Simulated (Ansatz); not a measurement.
The system is HgTe.

```
Hg Te
1.0
     0.00000    3.18000    3.18000
     3.18000    0.00000    3.18000
     3.18000    3.18000    0.00000
Hg Te
1 1
Direct
  0.00000 0.00000 0.00000
  0.50000 0.50000 0.50000
```

Measurements of this composition are mostly on another form, of space group No. 216.

```yaml
Program: Ansatz 0.2.0
Task: relaxation of cell and atoms
Functional: HF
Potentials_or_basis: Ansatz PAW
Cutoff: "420 eV (not typed: the program's choice for these potentials)"
k_mesh: 4 × 4 × 4
Occupations: fermi-dirac, width 0.05 eV
Spin: no spin polarisation
```

At the start: volume 32.16 Å³/atom.

Where does the relaxation end?

It ends after 4 steps and the volume is 31.41 Å³/atom (-2.3 %); space group Fm-3m (No. 225, to 0.05 Å).

Step by step:
```
step  energy change (eV)  largest force (eV/Å)  volume (Å³)
   1              0.0000                0.0000        64.31
   2             -0.0087                0.0000        62.30
   3             -0.0082                0.0000        62.82
   4             -0.0048                0.0000        62.82
```

Final structure:
```xyz
2
Lattice="0.0000 3.1551 3.1551 3.1551 0.0000 3.1551 3.1551 3.1551 0.0000" Properties=species:S:1:pos:R:3 pbc="T T T"
Hg    0.0000    0.0000    0.0000
Te    3.1551    3.1551    3.1551
```

Caveat: the k mesh is coarse (spacing up to 0.43 Å⁻¹), so the values aren't converged, least of all with exact exchange; the plane-wave basis is chosen anew once the cell has moved, so the energies of steps on either side of that aren't comparable; the pressure holds a Pulay correction of +0.3 GPa for the finite cutoff; the PAW data sets come from PBE, with cores solved anew for the run's functional, which leaves a small shift of forces and pressure.
